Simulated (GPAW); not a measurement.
A run of GPAW 26.7.0 is set up as follows.

File run.py:

```python
from ase import Atoms
from ase.dft.bandgap import bandgap
from ase.io import write
from ase.units import GPa
from gpaw import GPAW, PW, setup_paths

setup_paths.insert(0, '.')

atoms = Atoms(['Al', 'Al', 'N', 'N'],
              cell=[[3.113, 0.0, 0.0],
                    [-1.5565, 2.695937082, 0.0],
                    [0.0, 0.0, 4.981]],
              scaled_positions=[[0.6666666667, 0.3333333333, 0.5],
                                [0.3333333333, 0.6666666667, 0.0],
                                [0.6666666667, 0.3333333333, 0.88],
                                [0.3333333333, 0.6666666667, 0.38]],
              pbc=True)

calc = GPAW(mode=PW(800),
            xc='WC',
            kpts={'size': (7, 7, 4), 'gamma': True},
            occupations={'name': 'fermi-dirac', 'width': 0.05},
            nbands=18,
            convergence={'density': 1e-05, 'energy': 1e-05},
            maxiter=150,
            txt='gpaw.txt')
atoms.calc = calc
energy = atoms.get_potential_energy()
forces = atoms.get_forces()
stress = atoms.get_stress()
calc.write('gs.gpw')
write('result.traj', atoms)
print(f'Energy: {energy:.6f} eV')
print('Forces (eV/A):')
print(forces.round(4))
print('Stress (GPa):', (stress / GPa).round(3))
print('Fermi level:', round(calc.get_fermi_level(), 4), 'eV')
print(f'Gap: {bandgap(calc)[0]:.4f} eV, direct: {bandgap(calc, direct=True)[0]:.4f} eV')

path = atoms.cell.bandpath('GMKGALHA,LM,KH', npoints=80, eps=1e-4)
bs_calc = calc.fixed_density(kpts=path, symmetry='off', nbands=29,
                             convergence={'bands': 'CBM+6.0', 'eigenstates': 1e-6}, txt='bands.txt')
bs = bs_calc.band_structure()
bs.write('bs.json')
print(f'Gap on the path: {bandgap(bs_calc)[0]:.4f} eV')
```

Potentials or basis: PAW data sets generated in the run's folder for this functional, pw.

The run is started by

```sh
$ gpaw-setup -f WC Al N
$ OMP_NUM_THREADS=1 python run.py
```

Problem. What does it give for the band gap on the k mesh?

Solution. 4.16 eV, direct.

Problem. Predict the largest force.

Solution. 0.131 eV/Å.

Problem. What does it give for the band gap along the path?

Solution. 4.16 eV, direct.

Levels at the corners of the path, in eV from the valence-band top:
| point | band 4 | band 5 | band 6 | band 7 | band 8 | band 9 | band 10 | band 11 | band 12 |
| --- | --- | --- | --- | --- | --- | --- | --- | --- | --- |
| Γ | -0.84 | -0.84 | -0.18 | -0.18 | 0.00 | 4.16 | 6.59 | 10.51 | 11.07 |
| M | -4.16 | -3.36 | -2.08 | -1.79 | -0.66 | 5.71 | 5.71 | 8.13 | 10.20 |
| K | -3.78 | -3.78 | -2.44 | -2.39 | -2.39 | 4.92 | 8.25 | 9.61 | 9.61 |
| Γ | -0.84 | -0.84 | -0.18 | -0.18 | 0.00 | 4.16 | 6.59 | 10.51 | 11.07 |
| A | -3.34 | -0.52 | -0.52 | -0.52 | -0.52 | 6.40 | 6.40 | 10.25 | 10.25 |
| L | -5.62 | -1.45 | -1.45 | -1.36 | -1.36 | 5.22 | 5.22 | 9.19 | 9.19 |
| H | -4.84 | -3.88 | -3.88 | -0.79 | -0.79 | 7.32 | 7.32 | 7.78 | 7.78 |
| A | -3.34 | -0.52 | -0.52 | -0.52 | -0.52 | 6.40 | 6.40 | 10.25 | 10.25 |
| L | -5.62 | -1.45 | -1.45 | -1.36 | -1.36 | 5.22 | 5.22 | 9.19 | 9.19 |
| M | -4.16 | -3.36 | -2.08 | -1.79 | -0.66 | 5.71 | 5.71 | 8.13 | 10.20 |
| K | -3.78 | -3.78 | -2.44 | -2.39 | -2.39 | 4.92 | 8.25 | 9.61 | 9.61 |
| H | -4.84 | -3.88 | -3.88 | -0.79 | -0.79 | 7.32 | 7.32 | 7.78 | 7.78 |

**Experimental background.**

From “Structural and optical properties of self-assembled AlN nanowires grown on SiO2/Si substrates by molecular beam epitaxy”, 2024, arxiv:2402.00216, for a bulk crystal of AlN at 0 K: band gap 6.0343 eV (an exciton energy, a little under the gap).

Measured gap of AlN: 6.0343 eV (an exciton energy, a little under the gap; 0 K; quoted in “Structural and optical properties of self-assembled AlN nanowires grown on SiO2/Si substrates by molecular beam epitaxy”, 2024, arxiv:2402.00216). This calculation gives 4.16 eV (-1.87 eV). 2 values of this kind are on record (6.034 to 6.0343 eV); this one was drawn at random. The value is that of WC, without temperature or zero-point motion. Semilocal functionals fall short of measured gaps as a rule.
